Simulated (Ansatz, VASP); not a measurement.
## One calculation of CdS, two programs

```
Cd S
1.0
     0.00000    2.65873    2.65873
     2.65873    0.00000    2.65873
     2.65873    2.65873    0.00000
Cd S
1 1
Direct
  0.99151 0.00849 0.00849
  0.52978 0.47022 0.47022
```

Change from the starting cell: mode 4 frozen in at -0.162 Å, equal normal strain along x, y and z -0.0250.

Alike in both runs: task single point; functional r2SCAN; k mesh 8 × 8 × 8; occupations gaussian, width 0.05 eV; no spin polarisation.

```csv
,VASP,Ansatz
version,VASP 6.6.1,Ansatz 0.2.0
potentials or method,"VASP PAW PBE potentials, release 64 (Cd, S)","scalar-relativistic, plane waves, PAW"
plane-wave cutoff (eV),520,500
valence electrons in the cell,18,26
```

```tsv
	VASP	Ansatz	Ansatz less VASP
gap on the k mesh at the Fermi level (eV)	0.80	0.83	+0.021
least direct gap on the mesh (eV)	2.84	2.88	+0.041
pressure (GPa)	9.8	9.0	-0.70
largest component of the traceless stress (GPa)	4.21	4.11	-0.100
rms of the force components (eV/Å)	0.485	0.470	-0.0150
```

Atom by atom the forces differ by 0.015 eV/Å (rms over components). The two sets of potentials don't hold the same shells in valence.

Caveats: the PAW data sets were made with another functional, which shifts forces and pressure a little (VASP). A k mesh can miss the band edges.
